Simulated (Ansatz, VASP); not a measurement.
This is a calculation of GaN for VASP 6.6.1. 

INCAR

```
SYSTEM = GaN
PREC     = Accurate       ! precision mode
ENCUT    = 520            ! plane-wave cutoff, eV
EDIFF    = 1E-6           ! SCF threshold, eV
ISMEAR   = 0              ! smearing method
SIGMA    = 0.014          ! smearing width, eV
LREAL    = .FALSE.        ! projectors in reciprocal space
LASPH    = .TRUE.         ! aspherical terms in the spheres
NELM     = 100            ! most SCF steps
ALGO     = Normal         ! electronic algorithm
ISIF     = 2              ! what is computed and relaxed
LWAVE    = .FALSE.        ! write WAVECAR
LCHARG   = .TRUE.         ! write CHGCAR
GGA      = PE             ! functional
LELF     = .TRUE.         ! ELF
LVHAR    = .TRUE.
```

KPOINTS

```
Automatic mesh
0
G
  10 10 5
  0 0 0
```

Contents of POSCAR:

```
GaN
1.0
    3.1800000000      0.0000000000      0.0000000000
   -1.5900000000      2.7539607840      0.0000000000
    0.0000000000      0.0000000000      5.1660000000
Ga N
2 2
Direct
    0.6666666667      0.3333333333      0.5000000000
    0.3333333333      0.6666666667      0.0000000000
    0.6666666667      0.3333333333      0.8750000000
    0.3333333333      0.6666666667      0.3750000000
```

Potentials or basis: VASP PAW PBE potentials, release 64 (Ga_d, N).

Run with:

```sh
$ cat potpaw_PBE.64/Ga_d/POTCAR potpaw_PBE.64/N/POTCAR > POTCAR
$ mpirun -np 1 vasp_std > vasp.out
```

Q: Translate it to Ansatz 0.2.0. Potentials or basis there: Ansatz PAW, cutoff 420 eV.

A: As run (cutoffs and basis follow the program's own potentials, and thresholds, step limits or extra output files can differ):

input.yaml

```yaml
crystal:
  lattice:
    - [3.18, 0.0, 0.0]
    - [-1.59, 2.753960784, 0.0]
    - [0.0, 0.0, 5.166]
  atoms:
    - { symbol: Ga, position: [0.6666666667, 0.3333333333, 0.5] }
    - { symbol: Ga, position: [0.3333333333, 0.6666666667, 0.0] }
    - { symbol: "N", position: [0.6666666667, 0.3333333333, 0.875] }
    - { symbol: "N", position: [0.3333333333, 0.6666666667, 0.375] }
hamiltonian:
  xc: pbe
  pseudopotentials: { kind: paw }
kpoints:
  mp_grid: { grid: [10, 10, 5] }
scf:
  occupations: { method: gaussian, width: 0.014 }
output:
  forces: true
  stress: true
  eigenvalues: true
  write_density: true
  write_potential: true
  elf: true
  volumetric_format: npy
```

Potentials or basis: Ansatz PAW.

Launch:

```console
$ ansatz run input.yaml --threads 2 --pin off --max-ram 5632MiB --backend cpu --events-out ev --progress --plain --runs-dir out
```

Both were run:

|  | VASP | Ansatz |
| --- | --- | --- |
| Pressure | 7.3 GPa | 7.3 GPa |
| Largest force | 0.135 eV/Å | 0.137 eV/Å |

Ansatz's pressure holds a Pulay term of +0.52 GPa for its cutoff of 420 eV, which the other run lacks.

Where Ansatz's input types no cutoff or centring, it takes its own default and a Γ-centred mesh.

Pressure is positive in compression.
